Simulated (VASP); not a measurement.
Crystal: BeTe.

```
CELL_PARAMETERS angstrom
0.00000 2.80614 2.80614
2.80614 0.00000 2.80614
2.80614 2.80614 0.00000
ATOMIC_POSITIONS crystal
Be 0.00000 0.00000 0.00000
Te 0.25000 0.25000 0.25000
```

Program: VASP 6.6.1. Alike in all runs: task band structure; no spin polarisation; cell as given; k mesh 8 × 8 × 8; cutoff (eV) 520; smearing gaussian 0.03 eV.

**Question.** Order these runs on this cell by their band gap on the k mesh, lowest first.
A. level r2SCAN; potentials or basis VASP PAW PBE potentials, release 64 (Be, Te)
B. level LDA; potentials or basis VASP PAW LDA potentials, release 64 (Be, Te)
C. level TB-mBJ; potentials or basis VASP PAW PBE potentials, release 64 (Be, Te)

**Answer.** B (1.84 eV), A (2.31 eV), C (2.64 eV).

Caveats: spin-orbit coupling is left out, which moves the levels of the heavy elements.

